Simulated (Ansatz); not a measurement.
# Lead, fcc under r²SCAN: convergence with the cold (Marzari-Vanderbilt) smearing

How small must the cold (Marzari-Vanderbilt) smearing width be for energy and pressure to settle? The geometry was relaxed under r²SCAN beforehand and stays fixed; 7 values are run, from 0.01 to 1.0 eV. Wanted are the values from which on the energy stays within 10 and 1 meV/atom, and the pressure within 0.5 GPa, of the narrowest run. Within the series other settings stay, but some runs also write fields, which adds to their time. Spin polarisation is left out.

Computed with Ansatz 0.2.0 (DFT r²SCAN, plane waves with PAW, scalar-relativistic, unless a step says otherwise).

## Step 1: Starting point

Symmetry: Fm-3m, No. 225, cubic system. The conventional cell has a = 4.989 Å, b = 4.989 Å, c = 4.989 Å, α = 90.00°, β = 90.00°, γ = 90.00°. Pb (site symmetry m-3m) has 12 Pb at 3.53 Å as nearest neighbours.

Structure file:

```cif
data_structure
_symmetry_space_group_name_H-M 'P 1'
_symmetry_Int_Tables_number 1
_cell_length_a 3.5280
_cell_length_b 3.5280
_cell_length_c 3.5280
_cell_angle_alpha 60.000
_cell_angle_beta 60.000
_cell_angle_gamma 60.000
_cell_volume 31.05
loop_
_atom_site_label
_atom_site_type_symbol
_atom_site_fract_x
_atom_site_fract_y
_atom_site_fract_z
_atom_site_occupancy
Pb1 Pb 0.00000 0.00000 0.00000 1
```

## Step 2: With a width of 0.01 eV

The run at 0.01 eV.

Input file input.yaml:

```yaml
crystal:
  lattice:
    - [0.0, 2.4946408835, 2.4946408835]
    - [2.4946408835, 0.0, 2.4946408835]
    - [2.4946408835, 2.4946408835, 0.0]
  atoms:
    - { symbol: Pb, position: [0.0, 0.0, 0.0] }
hamiltonian:
  xc: r2scan
  pseudopotentials:
    kind: paw
    azcp:
      Pb: "pseudopotentials/Pb.paw.azcp"
basis:
  ecutwfc: 500
  fft_grid_basis: typed
kpoints:
  mp_grid: { grid: [11, 11, 11], shift: [0, 0, 0] }
magnetization:
  spin_polarized: false
scf:
  occupations: { method: cold, width: 0.01 }
  lower_state_search: "off"
output:
  stress: true
```

Started as:

```sh
> ansatz run input.yaml --threads 2 --pin off --max-ram 5120MiB --backend cpu --events-out ev --progress --plain --runs-dir out
```

What it wrote, cut to the lines that bear on the results:

```text
Warning: RAYON_NUM_THREADS=2 ignored (pool sized by the plan → 2); use --threads N
[...]
Pseudopotentials: kind: paw
Pseudopotential: Pb, paw, valence charge 14, recommended cutoff 500 eV (meta_gga), <dir>
Functional definition: r2SCAN
[...]
Crystal: 1 atoms, lattice volume = 31.049 Å³
Basis set: ecut = 500 eV, 749 PW (Γ), exchange–correlation on 108×108×108 points (64 copies of the dense FFT grid, shifted against one another)
Bands: 11, of which v1, the nominal top of the filled ones, is band 7 counted from 1 (6 counted from 0)
Symmetry: 48 space group operations
Space group: Fm-3m (ITA 225), of the structure as read, at distance tolerance 3.1e-5 Å
k-points: 56 of 1331
[...]
SCF iter   1: F=—  HF=-11920.860733 eV  |F-HF|=—  |Δ(HF+E_count)|=         —  Δρ=6.54e-3  dr2=9.16e-3  dr2_τ=5.67e-4  ethr=1.77e-3  ⟨swp⟩=6.2  Hψ=4307  notcnv=0
[...]
SCF iter   5: F=-11920.860014 eV  HF=-11920.860014 eV  |F-HF|=5.09e-10  |Δ(HF+E_count)|=   2.68e-7  S|Δr|=    0.00e0  Δρ=3.47e-6  dr2=2.64e-9  dr2_τ=5.61e-10  ethr=7.14e-10  ⟨swp⟩=4.7  Hψ=2045  notcnv=0
[...]
SCF converged after 5 iterations
Stability not checked: this state was not tested for a lower state beside it, because cold or Methfessel-Paxton smearing, or corrected tetrahedra, fill the levels in a way that the test cannot read (fill_not_monotonic; see scf.lower_state_search)
Free energy (F): -11920.860014 eV
[...]
E sigma→0 (E₀):  -11920.860006 eV
Entropy (-TS):   -0.000024 eV (-0.024 meV/atom)
Fermi energy:    10.597344 eV
[...]
--- Stress (GPa, compression-positive) ---
       -0.004206       0.000000      -0.000000
        0.000000      -0.004206       0.000000
        0.000000       0.000000      -0.004206
  P = ⅓ Tr σ = -0.0042 GPa (-0.042 kbar)
```

Run time: 1.6 s. Hardware: 2 threads of Arm Neoverse V1, shared host; peak memory 0.36 GiB.

## Step 3: With a width of 0.03 eV

The run at 0.03 eV.

input.yaml, as its differences from that of step 2:

```diff
@@ -21,3 +21,3 @@
 scf:
-  occupations: { method: cold, width: 0.01 }
+  occupations: { method: cold, width: 0.03 }
   lower_state_search: "off"
```

Started as:

```sh
> ansatz run input.yaml --threads 2 --pin off --max-ram 5120MiB --backend cpu --events-out ev --progress --plain --runs-dir out
```

What it wrote, cut to the lines that bear on the results:

```text
Warning: RAYON_NUM_THREADS=2 ignored (pool sized by the plan → 2); use --threads N
[...]
Pseudopotentials: kind: paw
Pseudopotential: Pb, paw, valence charge 14, recommended cutoff 500 eV (meta_gga), <dir>
Functional definition: r2SCAN
[...]
Crystal: 1 atoms, lattice volume = 31.049 Å³
Basis set: ecut = 500 eV, 749 PW (Γ), exchange–correlation on 108×108×108 points (64 copies of the dense FFT grid, shifted against one another)
Bands: 11, of which v1, the nominal top of the filled ones, is band 7 counted from 1 (6 counted from 0)
Symmetry: 48 space group operations
Space group: Fm-3m (ITA 225), of the structure as read, at distance tolerance 3.1e-5 Å
k-points: 56 of 1331
[...]
SCF iter   1: F=—  HF=-11920.860810 eV  |F-HF|=—  |Δ(HF+E_count)|=         —  Δρ=6.55e-3  dr2=9.19e-3  dr2_τ=5.68e-4  ethr=1.77e-3  ⟨swp⟩=6.1  Hψ=4252  notcnv=0
[...]
SCF iter   5: F=-11920.860062 eV  HF=-11920.860062 eV  |F-HF|=7.82e-10  |Δ(HF+E_count)|=   2.64e-7  S|Δr|=    0.00e0  Δρ=3.68e-6  dr2=3.29e-9  dr2_τ=4.35e-10  ethr=7.14e-10  ⟨swp⟩=4.7  Hψ=2045  notcnv=0
[...]
SCF converged after 5 iterations
Stability not checked: this state was not tested for a lower state beside it, because cold or Methfessel-Paxton smearing, or corrected tetrahedra, fill the levels in a way that the test cannot read (fill_not_monotonic; see scf.lower_state_search)
Free energy (F): -11920.860062 eV
[...]
E sigma→0 (E₀):  -11920.860038 eV
Entropy (-TS):   -0.000072 eV (-0.072 meV/atom)
Fermi energy:    10.608054 eV
[...]
--- Stress (GPa, compression-positive) ---
       -0.004215      -0.000000       0.000000
       -0.000000      -0.004215      -0.000000
       -0.000000       0.000000      -0.004215
  P = ⅓ Tr σ = -0.0042 GPa (-0.042 kbar)
```

Wall time 1.6 s (2 threads of Arm Neoverse V1, shared host); peak memory 0.36 GiB.

## Step 4: With a width of 0.1 eV

The run at 0.1 eV.

input.yaml, as its differences from that of step 3:

```diff
@@ -21,3 +21,3 @@
 scf:
-  occupations: { method: cold, width: 0.03 }
+  occupations: { method: cold, width: 0.1 }
   lower_state_search: "off"
@@ -25 +25,5 @@
   stress: true
+  write_density: true
+  write_potential: true
+  elf: true
+  volumetric_format: npy
```

Started as:

```sh
> ansatz run input.yaml --threads 2 --pin off --max-ram 5120MiB --backend cpu --events-out ev --progress --plain --runs-dir out
```

What it wrote, cut to the lines that bear on the results:

```text
Warning: RAYON_NUM_THREADS=2 ignored (pool sized by the plan → 2); use --threads N
[...]
Pseudopotentials: kind: paw
Pseudopotential: Pb, paw, valence charge 14, recommended cutoff 500 eV (meta_gga), <dir>
Functional definition: r2SCAN
[...]
Crystal: 1 atoms, lattice volume = 31.049 Å³
Basis set: ecut = 500 eV, 749 PW (Γ), exchange–correlation on 108×108×108 points (64 copies of the dense FFT grid, shifted against one another)
Bands: 11, of which v1, the nominal top of the filled ones, is band 7 counted from 1 (6 counted from 0)
Symmetry: 48 space group operations
Space group: Fm-3m (ITA 225), of the structure as read, at distance tolerance 3.1e-5 Å
k-points: 56 of 1331
[...]
SCF iter   1: F=—  HF=-11920.861017 eV  |F-HF|=—  |Δ(HF+E_count)|=         —  Δρ=6.58e-3  dr2=9.19e-3  dr2_τ=5.71e-4  ethr=1.77e-3  ⟨swp⟩=5.8  Hψ=4174  notcnv=0
[...]
SCF iter   6: F=-11920.860238 eV  HF=-11920.860238 eV  |F-HF|=2.15e-10  |Δ(HF+E_count)|=   8.47e-8  S|Δr|=    0.00e0  Δρ=3.33e-6  dr2=3.29e-9  dr2_τ=9.13e-11  ethr=7.14e-10  ⟨swp⟩=10.7  Hψ=4166  notcnv=0
[...]
SCF converged after 6 iterations
Stability not checked: this state was not tested for a lower state beside it, because cold or Methfessel-Paxton smearing, or corrected tetrahedra, fill the levels in a way that the test cannot read (fill_not_monotonic; see scf.lower_state_search)
Free energy (F): -11920.860238 eV
[...]
E sigma→0 (E₀):  -11920.860216 eV
Entropy (-TS):   -0.000066 eV (-0.066 meV/atom)
Fermi energy:    10.627534 eV
[...]
--- Stress (GPa, compression-positive) ---
       -0.057117       0.000000      -0.000000
        0.000000      -0.057117      -0.000000
        0.000000      -0.000000      -0.057117
  P = ⅓ Tr σ = -0.0571 GPa (-0.571 kbar)
--- Band table (eV; the first three rows and the last of 56) ---
  k-point 0: bands = ["-7.2055", "-7.2055", "-7.2055", "-7.0693", "-7.0693", "-1.5754", "18.0919", "18.0919", "18.0919", "20.8830", "22.5512"]
[...]
```

Wall time 2.2 s (2 threads of Arm Neoverse V1, shared host); peak memory 0.37 GiB.

## Step 5: With a width of 0.2 eV

The run at 0.2 eV.

input.yaml, as its differences from that of step 4:

```diff
@@ -21,3 +21,3 @@
 scf:
-  occupations: { method: cold, width: 0.1 }
+  occupations: { method: cold, width: 0.2 }
   lower_state_search: "off"
@@ -25,5 +25 @@
   stress: true
-  write_density: true
-  write_potential: true
-  elf: true
-  volumetric_format: npy
```

Started as:

```sh
> ansatz run input.yaml --threads 2 --pin off --max-ram 5120MiB --backend cpu --events-out ev --progress --plain --runs-dir out
```

What it wrote, cut to the lines that bear on the results:

```text
Warning: RAYON_NUM_THREADS=2 ignored (pool sized by the plan → 2); use --threads N
[...]
Pseudopotentials: kind: paw
Pseudopotential: Pb, paw, valence charge 14, recommended cutoff 500 eV (meta_gga), <dir>
Functional definition: r2SCAN
[...]
Crystal: 1 atoms, lattice volume = 31.049 Å³
Basis set: ecut = 500 eV, 749 PW (Γ), exchange–correlation on 108×108×108 points (64 copies of the dense FFT grid, shifted against one another)
Bands: 11, of which v1, the nominal top of the filled ones, is band 7 counted from 1 (6 counted from 0)
Symmetry: 48 space group operations
Space group: Fm-3m (ITA 225), of the structure as read, at distance tolerance 3.1e-5 Å
k-points: 56 of 1331
[...]
SCF iter   1: F=—  HF=-11920.860399 eV  |F-HF|=—  |Δ(HF+E_count)|=         —  Δρ=6.64e-3  dr2=9.18e-3  dr2_τ=5.71e-4  ethr=1.77e-3  ⟨swp⟩=5.6  Hψ=4033  notcnv=0
[...]
SCF iter   6: F=-11920.859711 eV  HF=-11920.859711 eV  |F-HF|=5.29e-10  |Δ(HF+E_count)|=   6.82e-8  S|Δr|=    0.00e0  Δρ=3.77e-6  dr2=4.37e-9  dr2_τ=9.27e-11  ethr=7.14e-10  ⟨swp⟩=4.2  Hψ=1851  notcnv=0
[...]
SCF converged after 6 iterations
Stability not checked: this state was not tested for a lower state beside it, because cold or Methfessel-Paxton smearing, or corrected tetrahedra, fill the levels in a way that the test cannot read (fill_not_monotonic; see scf.lower_state_search)
Free energy (F): -11920.859711 eV
[...]
E sigma→0 (E₀):  -11920.860439 eV
Entropy (-TS):   0.002184 eV (2.184 meV/atom)
Fermi energy:    10.600065 eV
[...]
--- Stress (GPa, compression-positive) ---
       -0.158958      -0.000000       0.000000
       -0.000000      -0.158958      -0.000000
       -0.000000      -0.000000      -0.158958
  P = ⅓ Tr σ = -0.1590 GPa (-1.590 kbar)
```

Wall time 1.6 s (2 threads of Arm Neoverse V1, shared host); peak memory 0.36 GiB.

## Step 6: With a width of 0.3 eV

The run at 0.3 eV.

input.yaml, as its differences from that of step 5:

```diff
@@ -21,3 +21,3 @@
 scf:
-  occupations: { method: cold, width: 0.2 }
+  occupations: { method: cold, width: 0.3 }
   lower_state_search: "off"
```

Started as:

```sh
> ansatz run input.yaml --threads 2 --pin off --max-ram 5120MiB --backend cpu --events-out ev --progress --plain --runs-dir out
```

What it wrote, cut to the lines that bear on the results:

```text
Warning: RAYON_NUM_THREADS=2 ignored (pool sized by the plan → 2); use --threads N
[...]
Pseudopotentials: kind: paw
Pseudopotential: Pb, paw, valence charge 14, recommended cutoff 500 eV (meta_gga), <dir>
Functional definition: r2SCAN
[...]
Crystal: 1 atoms, lattice volume = 31.049 Å³
Basis set: ecut = 500 eV, 749 PW (Γ), exchange–correlation on 108×108×108 points (64 copies of the dense FFT grid, shifted against one another)
Bands: 11, of which v1, the nominal top of the filled ones, is band 7 counted from 1 (6 counted from 0)
Symmetry: 48 space group operations
Space group: Fm-3m (ITA 225), of the structure as read, at distance tolerance 3.1e-5 Å
k-points: 56 of 1331
[...]
SCF iter   1: F=—  HF=-11920.858850 eV  |F-HF|=—  |Δ(HF+E_count)|=         —  Δρ=6.58e-3  dr2=9.15e-3  dr2_τ=5.67e-4  ethr=1.77e-3  ⟨swp⟩=5.5  Hψ=3880  notcnv=0
[...]
SCF iter   6: F=-11920.858199 eV  HF=-11920.858199 eV  |F-HF|=1.32e-9  |Δ(HF+E_count)|=   7.18e-8  S|Δr|=    0.00e0  Δρ=4.14e-6  dr2=5.56e-9  dr2_τ=1.10e-10  ethr=7.14e-10  ⟨swp⟩=4.2  Hψ=1823  notcnv=0
[...]
SCF converged after 6 iterations
Stability not checked: this state was not tested for a lower state beside it, because cold or Methfessel-Paxton smearing, or corrected tetrahedra, fill the levels in a way that the test cannot read (fill_not_monotonic; see scf.lower_state_search)
Free energy (F): -11920.858199 eV
[...]
E sigma→0 (E₀):  -11920.859800 eV
Entropy (-TS):   0.004803 eV (4.803 meV/atom)
Fermi energy:    10.583393 eV
[...]
--- Stress (GPa, compression-positive) ---
       -0.090709       0.000000       0.000000
       -0.000000      -0.090709      -0.000000
        0.000000      -0.000000      -0.090709
  P = ⅓ Tr σ = -0.0907 GPa (-0.907 kbar)
```

Run time: 1.6 s. Hardware: 2 threads of Arm Neoverse V1, shared host; peak memory 0.36 GiB.

## Step 7: With a width of 0.6 eV

The run at 0.6 eV.

input.yaml, as its differences from that of step 6:

```diff
@@ -21,3 +21,3 @@
 scf:
-  occupations: { method: cold, width: 0.3 }
+  occupations: { method: cold, width: 0.6 }
   lower_state_search: "off"
```

Started as:

```sh
> ansatz run input.yaml --threads 2 --pin off --max-ram 5120MiB --backend cpu --events-out ev --progress --plain --runs-dir out
```

What it wrote, cut to the lines that bear on the results:

```text
Warning: RAYON_NUM_THREADS=2 ignored (pool sized by the plan → 2); use --threads N
[...]
Pseudopotentials: kind: paw
Pseudopotential: Pb, paw, valence charge 14, recommended cutoff 500 eV (meta_gga), <dir>
Functional definition: r2SCAN
[...]
Crystal: 1 atoms, lattice volume = 31.049 Å³
Basis set: ecut = 500 eV, 749 PW (Γ), exchange–correlation on 108×108×108 points (64 copies of the dense FFT grid, shifted against one another)
Bands: 11, of which v1, the nominal top of the filled ones, is band 7 counted from 1 (6 counted from 0)
Symmetry: 48 space group operations
Space group: Fm-3m (ITA 225), of the structure as read, at distance tolerance 3.1e-5 Å
k-points: 56 of 1331
[...]
SCF iter   1: F=—  HF=-11920.857381 eV  |F-HF|=—  |Δ(HF+E_count)|=         —  Δρ=6.48e-3  dr2=9.14e-3  dr2_τ=5.62e-4  ethr=1.77e-3  ⟨swp⟩=5.4  Hψ=3811  notcnv=0
[...]
SCF iter   6: F=-11920.856531 eV  HF=-11920.856531 eV  |F-HF|=5.24e-10  |Δ(HF+E_count)|=   8.15e-8  S|Δr|=    0.00e0  Δρ=3.75e-6  dr2=4.88e-9  dr2_τ=1.19e-10  ethr=7.14e-10  ⟨swp⟩=4.2  Hψ=1849  notcnv=0
[...]
SCF converged after 6 iterations
Stability not checked: this state was not tested for a lower state beside it, because cold or Methfessel-Paxton smearing, or corrected tetrahedra, fill the levels in a way that the test cannot read (fill_not_monotonic; see scf.lower_state_search)
Free energy (F): -11920.856531 eV
[...]
E sigma→0 (E₀):  -11920.856084 eV
Entropy (-TS):   -0.001341 eV (-1.341 meV/atom)
Fermi energy:    10.597739 eV
[...]
--- Stress (GPa, compression-positive) ---
        0.104864      -0.000000       0.000000
       -0.000000       0.104864      -0.000000
       -0.000000       0.000000       0.104864
  P = ⅓ Tr σ = 0.1049 GPa (1.049 kbar)
```

Wall time 1.6 s (2 threads of Arm Neoverse V1, shared host); peak memory 0.36 GiB.

## Step 8: With a width of 1.0 eV

The run at 1.0 eV.

input.yaml, as its differences from that of step 7:

```diff
@@ -21,3 +21,3 @@
 scf:
-  occupations: { method: cold, width: 0.6 }
+  occupations: { method: cold, width: 1.0 }
   lower_state_search: "off"
```

Started as:

```sh
> ansatz run input.yaml --threads 2 --pin off --max-ram 5120MiB --backend cpu --events-out ev --progress --plain --runs-dir out
```

What it wrote, cut to the lines that bear on the results:

```text
Warning: RAYON_NUM_THREADS=2 ignored (pool sized by the plan → 2); use --threads N
band count auto-derived: 12 (N_el = 14.0; filled up to band 7; 11 by the electrons, moments and atoms)
[...]
Pseudopotentials: kind: paw
Pseudopotential: Pb, paw, valence charge 14, recommended cutoff 500 eV (meta_gga), <dir>
Functional definition: r2SCAN
[...]
Crystal: 1 atoms, lattice volume = 31.049 Å³
Basis set: ecut = 500 eV, 749 PW (Γ), exchange–correlation on 108×108×108 points (64 copies of the dense FFT grid, shifted against one another)
Bands: 12, of which v1, the nominal top of the filled ones, is band 7 counted from 1 (6 counted from 0)
Symmetry: 48 space group operations
Space group: Fm-3m (ITA 225), of the structure as read, at distance tolerance 3.1e-5 Å
k-points: 56 of 1331
[...]
SCF iter   1: F=—  HF=-11920.858672 eV  |F-HF|=—  |Δ(HF+E_count)|=         —  Δρ=6.38e-3  dr2=8.96e-3  dr2_τ=5.57e-4  ethr=1.77e-3  ⟨swp⟩=5.2  Hψ=3984  notcnv=0
[...]
SCF iter   6: F=-11920.857724 eV  HF=-11920.857724 eV  |F-HF|=1.09e-9  |Δ(HF+E_count)|=   1.92e-7  S|Δr|=    0.00e0  Δρ=3.50e-6  dr2=2.78e-9  dr2_τ=5.88e-11  ethr=7.14e-10  ⟨swp⟩=4.4  Hψ=1925  notcnv=0
[...]
SCF converged after 6 iterations
Stability not checked: this state was not tested for a lower state beside it, because cold or Methfessel-Paxton smearing, or corrected tetrahedra, fill the levels in a way that the test cannot read (fill_not_monotonic; see scf.lower_state_search)
Free energy (F): -11920.857724 eV
[...]
E sigma→0 (E₀):  -11920.858798 eV
Entropy (-TS):   0.003221 eV (3.221 meV/atom)
Fermi energy:    10.585502 eV
[...]
--- Stress (GPa, compression-positive) ---
        0.076421       0.000000      -0.000000
        0.000000       0.076421       0.000000
        0.000000      -0.000000       0.076421
  P = ⅓ Tr σ = 0.0764 GPa (0.764 kbar)
```

It took 1.7 s on 2 threads of Arm Neoverse V1, shared host; peak memory 0.36 GiB.

## Step 9: Convergence table

Energies count from the run at 0.01 eV.

```
smearing (eV)  F (meV/atom)  E(σ → 0) (meV/atom)  P (GPa)  SCF cycles  CPU time
         0.01          0.00                 0.00     0.00           5       3 s
         0.03         -0.05                -0.03     0.00           5     2.9 s
          0.1         -0.22                -0.21    -0.06           6     4.1 s
          0.2          0.30                -0.43    -0.16           6       3 s
          0.3          1.81                 0.21    -0.09           6       3 s
          0.6          3.48                 3.92     0.10           6       3 s
          1.0          2.29                 1.21     0.08           6     3.1 s
```

## Step 10: What came out

| quantity | value |
| --- | --- |
| E(σ → 0) stays within 10 meV/atom of 0.01 eV | up to 1.0 eV |
| E(σ → 0) stays within 1 meV/atom | up to 0.3 eV |
| pressure stays within 0.5 GPa | up to 1.0 eV |
| pressure at 0.01 eV | 0.00 GPa |
| energy of a separate run on a finer mesh (18×18×18) | +6.0 meV/atom from 0.01 eV |

The far end, 1.0 eV, lies +1.2 meV/atom and +0.1 GPa from the yardstick. The free energy F moves by +2.3 meV/atom over the range, and the estimate for σ → 0 by +1.2. This scheme cancels the term in the square of the width, so F moves little up to 0.2 eV. The mesh (11×11×11) is fixed, so the narrowest widths carry a k-point error of their own. The yardstick itself is unsettled by 6.0 meV/atom against the finer mesh, so the thresholds above hold only within this series, and wider smearing, which averages over more states, can land nearer the fine-mesh value than the narrowest does.
